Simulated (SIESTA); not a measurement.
ZnO (zincite):

```
Zn O
1.0
     3.24931    0.00000    0.00000
    -1.62465    2.81398    0.00000
     0.00000    0.00000    5.20571
Zn O
2 2
Direct
  0.66667 0.33333 0.00000
  0.33333 0.66667 0.50000
  0.33333 0.66667 0.87901
  0.66667 0.33333 0.37901
```

Base run:

* Program: SIESTA 5.4.2
* Functional: revPBE
* Potentials or basis: PseudoDojo 0.4 standard (PBE files)
* Basis: DZP (energy shift 0.002 Ry)
* Grid cutoff: 800 Ry
* Energy shift: 0.002 Ry
* k mesh: 9 × 9 × 5
* Occupations: fermi-dirac, width 0.05 eV
* Spin: no spin polarisation

Its results: band gap on the k mesh 1.26 eV, direct; pressure 9.9 GPa; largest force 0.136 eV/Å.

Question: The run is repeated on the same cell with these changes: functional from revPBE to BLYP. What comes out?

Answer: Band gap on the k mesh 1.32 eV, direct; pressure 11.1 GPa; largest force 0.132 eV/Å.

Caveats: semicore shells carry a single zeta, which can move pressures by several GPa and volumes by a few percent; the valence orbitals were made in a potential fitted to the semicore shell under them, which widens gaps by tenths of an eV or more; the potentials were made for another functional, which shifts forces and pressure; the basis of atomic orbitals isn't converged, which shifts pressures, moduli and gaps.

Not every run made on this cell is shown here.
